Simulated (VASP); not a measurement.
This VASP 6.6.1 run on Mg needs a look.

The input INCAR:

```
ALGO = Normal
EDIFF = 1E-16
ENCUT = 500
GGA = PE
ISIF = 2
ISMEAR = 1
IVDW = 1
LASPH = T
LCHARG = T
LELF = T
LREAL = F
LVHAR = T
LWAVE = F
NBANDS = 7
NELM = 54
PREC = Accurate
SIGMA = 0.2
```

KPOINTS

```
k-points
0
Gamma
  11 11 11
```

File POSCAR:

```
Mg
1.0
   -1.8359916300      1.8359916300      1.6794040200
    1.8359916300     -1.8359916300      1.6794040200
    1.8359916300      1.8359916300     -1.6794040200
Mg
1
Direct
    0.0000000000      0.0000000000      0.0000000000
```

Potentials or basis: VASP PAW PBE potentials, release 64 (Mg).

Command:

```sh
$ cat potpaw_PBE.64/Mg/POTCAR > POTCAR
$ mpirun -np 1 vasp_std > vasp.out
```

OUTCAR:

```text
EDIFF = 1E-16
   ENCUT = 500
   GGA = PE
   ISIF = 2
   ISMEAR = 1
   IVDW = 1
   LASPH = T
   LREAL = F
   NELM = 54
   PREC = Accurate
  IVDW =   1

 ion  position               nearest neighbor table
   1  0.000  0.000  0.000-

  LATTYP: Found a body centered tetragonal cell.
 ALAT       =     3.6719832600
 C/A-ratio  =     0.9147122419

  Lattice vectors:

[... 427 lines left out ...]

  DFT-D2 method for vdW energy calculation

  Number of pair interactions contributing to vdW energy:   23108

  Edisp (eV):   -0.30105

  FORCE on cell =-STRESS in cart. coord.  units (eV):
  Direction    XX          YY          ZZ          XY          YZ          ZX
  --------------------------------------------------------------------------------------
  -------------------------------------------------------------------------------------
  Total      -0.45050    -0.45050    -0.43132     0.00000     0.00000     0.00000
  in kB     -31.87520   -31.87520   -30.51753     0.00000     0.00000     0.00000
  external pressure =      -31.42 kB  Pullay stress =        0.00 kB

 VOLUME and BASIS-vectors are now :
 -----------------------------------------------------------------------------
  energy-cutoff  :      500.00
  volume of cell :       22.64
      direct lattice vectors                 reciprocal lattice vectors
    -1.835991630  1.835991630  1.679404020     0.000000000  0.272332396  0.297724665
     1.835991630 -1.835991630  1.679404020     0.272332396  0.000000000  0.297724665
     1.835991630  1.835991630 -1.679404020     0.272332396  0.272332396  0.000000000

 POSITION                                       TOTAL-FORCE (eV/Angst)
 -----------------------------------------------------------------------------------
      0.00000      0.00000      0.00000        -0.000000      0.000000      0.000000
 -----------------------------------------------------------------------------------
    total drift:                                0.000000      0.000000      0.000000

  FREE ENERGIE OF THE ION-ELECTRON SYSTEM (eV)
  ---------------------------------------------------
  free  energy   TOTEN  =        -1.7793361079 eV

  energy  without entropy=       -1.7786730255  energy(sigma->0) =       -1.77911508
```

On the terminal:

```text
POSCAR found type information on POSCAR Mg
[... 25 lines left out ...]
 -----------------------------------------------------------------------------
```

Task: What happened, and what is wrong with the input?

Result: The calculation stopped without meeting its thresholds. The input holds a flaw that was put in on purpose: threshold below the noise (EDIFF = 1e-16).
